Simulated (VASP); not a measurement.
# GaN, bands with their orbital characters: which settings are enough?

GaN, P6_3mc (no. 186), 4 atoms in the cell. PBE, projected bands; PAW potentials Ga_d, N (PBE set). VASP 6.6.1.

Wanted: smallest gap over path and mesh within 0.01 eV; orbital make-up of the valence top within 0.02; orbital make-up of the conduction bottom within 0.02.

POSCAR:
```
GaN
1.0
    3.1800000000      0.0000000000      0.0000000000
   -1.5900000000      2.7539607840      0.0000000000
    0.0000000000      0.0000000000      5.1660000000
Ga N
2 2
Direct
    0.6666666667      0.3333333333      0.5000000000
    0.3333333333      0.6666666667      0.0000000000
    0.6666666667      0.3333333333      0.8750000000
    0.3333333333      0.6666666667      0.3750000000
```

The series start from Cutoff ENCUT (eV): 500; k mesh: 7 × 7 × 4; PREC: Accurate; Solver at the extra k points: default. Each series keeps the choices made before it, and each single choice may use up half of a tolerance.

## Cutoff ENCUT (eV)

| Cutoff ENCUT (eV) | Smallest gap over path and mesh (eV) | Orbital make-up of the valence top, largest deviation | Orbital make-up of the conduction bottom, largest deviation | Time (s) |
|---|---|---|---|---|
| 250 | 1.514 | 0.028 | 0.004 | 3.7 |
| 300 | 1.854 | 0.020 | 0.000 | 5.4 |
| 350 | 1.938 | 0.007 | 0.002 | 6.1 |
| 400 | 1.963 | 0.002 | 0.001 | 7.2 |
| 500 | 1.972 | 0.001 | 0.001 | 8.9 |
| 600 | 1.972 | 0.001 | 0.001 | 14 |
| 750 (reference) | 1.974 | 0.000 | 0.000 | 18 |

## k mesh

| k mesh | Smallest gap over path and mesh (eV) | Orbital make-up of the valence top, largest deviation | Orbital make-up of the conduction bottom, largest deviation | Time (s) |
|---|---|---|---|---|
| 3 × 3 × 2 | 1.938 | 0.000 | 0.004 | 8.4 |
| 4 × 4 × 3 | 1.962 | 0.000 | 0.002 | 7.1 |
| 6 × 6 × 3 | 1.971 | 0.000 | 0.002 | 8.2 |
| 7 × 7 × 4 | 1.972 | 0.000 | 0.002 | 8.9 |
| 9 × 9 × 5 | 1.973 | 0.000 | 0.002 | 11 |
| 11 × 11 × 6 | 1.973 | 0.000 | 0.000 | 12 |
| 14 × 14 × 8 (reference) | 1.973 | 0.000 | 0.000 | 20 |

## PREC

| PREC | Smallest gap over path and mesh (eV) | Orbital make-up of the valence top, largest deviation | Orbital make-up of the conduction bottom, largest deviation | Time (s) |
|---|---|---|---|---|
| Accurate | 1.971 | 0.000 | 0.000 | 8.2 |
| Normal | 1.971 | 0.000 | 0.000 | 6.9 |
| Single | 1.972 | 0.000 | 0.000 | 7.5 |

## Solver at the extra k points

| Solver at the extra k points | Smallest gap over path and mesh (eV) | Orbital make-up of the valence top, largest deviation | Orbital make-up of the conduction bottom, largest deviation | Time (s) |
|---|---|---|---|---|
| default | 1.971 | 0.000 | 0.000 | 8.2 |
| KPOINTS_OPT_MODE 2 | 1.971 | 0.000 | 0.000 | 48 |
| KPOINTS_OPT_NKBATCH 48 | 1.971 | 0.000 | 0.000 | 7.3 |
| KPOINTS_OPT_NKBATCH 4 | 1.971 | 0.000 | 0.000 | 7.3 |

## Question

The rows run from the loosest to the tightest (no order: PREC, solver at the extra k points). For each series: choose the loosest value from which every tighter one stays within half of the tolerance; where there is no order, keep the first row unless others stay within half of the tolerance and take at least 30 % less time, and then take the fastest.

## Answer

- Cutoff ENCUT (eV): 500
- k mesh: 6 × 6 × 3
- PREC: Accurate
- Solver at the extra k points: default

## All choices together

| Input | Smallest gap over path and mesh (eV) | Orbital make-up of the valence top, largest deviation | Orbital make-up of the conduction bottom, largest deviation | Time (s) |
|---|---|---|---|---|
| program defaults, k points 0.5 per Å apart (naive) | 1.955 | 0.002 | 0.001 | 3.5 |
| chosen settings | 1.971 | 0.001 | 0.001 | 8.2 |
| reference settings throughout | 1.974 | 0.000 | 0.000 | 38 |

The tolerance is met.

Values of the reference run: Orbital make-up of the valence top: 0, 0.053, 0.168, 0, 0, 0.779, 0, 0; Orbital make-up of the conduction bottom: 0.416, 0, 0, 0, 0.584, 0, 0, 0.

## The input

INCAR:
```
  PREC = Accurate
  ENCUT = 500
  EDIFF = 1E-6
  ISMEAR = 0
  SIGMA = 0.02
  LASPH = True
  LREAL = False
  ALGO = Normal
  NELM = 120
  LWAVE = False
  LCHARG = False
  NBANDS = 26
  KPAR = 4
  GGA = PE
  LORBIT = 11
```

KPOINTS:
```
Automatic mesh
0
Gamma
  6 6 3
  0 0 0
```

KPOINTS_OPT:
```
path GMKGALHA,LM,KH
10
line-mode
reciprocal
 0.0000000000  0.0000000000  0.0000000000  G
 0.5000000000  0.0000000000  0.0000000000  M

 0.5000000000  0.0000000000  0.0000000000  M
 0.3333333333  0.3333333333  0.0000000000  K

 0.3333333333  0.3333333333  0.0000000000  K
 0.0000000000  0.0000000000  0.0000000000  G

 0.0000000000  0.0000000000  0.0000000000  G
 0.0000000000  0.0000000000  0.5000000000  A

 0.0000000000  0.0000000000  0.5000000000  A
 0.5000000000  0.0000000000  0.5000000000  L

 0.5000000000  0.0000000000  0.5000000000  L
 0.3333333333  0.3333333333  0.5000000000  H

 0.3333333333  0.3333333333  0.5000000000  H
 0.0000000000  0.0000000000  0.5000000000  A

 0.5000000000  0.0000000000  0.5000000000  L
 0.5000000000  0.0000000000  0.0000000000  M

 0.3333333333  0.3333333333  0.0000000000  K
 0.3333333333  0.3333333333  0.5000000000  H
```

Commands:
```
cat potpaw_PBE.64/Ga_d/POTCAR potpaw_PBE.64/N/POTCAR > POTCAR
mpirun -np 4 vasp_std > vasp.out
```

The chosen input took VASP 6.6.1 8.2 s on 4 cores (Intel Xeon 6975P-C (Granite Rapids)), a shared host.
